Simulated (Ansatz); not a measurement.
## Ga: one input, then a changed one

The cell is COD entry 9012723, as deposited and not checked against the literature; nothing was relaxed. The listed cell was then made from it by scaling, straining or moving an atom.

First run: DFT, PBE, all-electron PAW with datasets made for the crystal, scalar-relativistic (Ansatz 0.2.0).

Command: `ansatz run input.yaml --threads 1 --pin off --max-ram 2048MiB --backend cpu --events-out ev --progress --plain --runs-dir out` The run took 21 s on 1 thread of Arm Neoverse V1, on a shared host, peak memory 0.41 GiB.

```yaml
crystal:
  lattice:
    - [-1.414649963, 1.414649963, 2.195565]
    - [1.414649963, -1.414649963, 2.195565]
    - [1.414649963, 1.414649963, -2.195565]
  atoms:
    - { symbol: Ga, position: [0.0, 0.0, 0.0] }
kpoints:
  mp_grid: { grid: [16, 16, 16] }
scf:
  occupations: { method: fermi_dirac, width: 0.03 }
hamiltonian:
  xc: pbe
  pseudopotentials: { kind: all_electron, datasets: crystal }
output:
  forces: true
  stress: true
  eigenvalues: true
  efg: { contact_densities: true }
```

Result: converged; pressure 4.26 GPa; 9 SCF iterations.

A second input differs as follows:

```diff
@@ -10,4 +10,5 @@
 scf:
   occupations: { method: fermi_dirac, width: 0.03 }
+  max_iter: 80
 hamiltonian:
   xc: pbe
@@ -18,3 +19,6 @@
   eigenvalues: true
   efg: { contact_densities: true }
+magnetization:
+  spin_polarized: true
+  initial_magnetization: 15
```

Q: Does the change harm the result?

A: Not here: the run converged; energy at zero smearing 0.0 meV/atom from the first run; pressure 4.26 GPa; moment 0.00 μB; 6 SCF iterations, so the odd setting did no harm in this case.
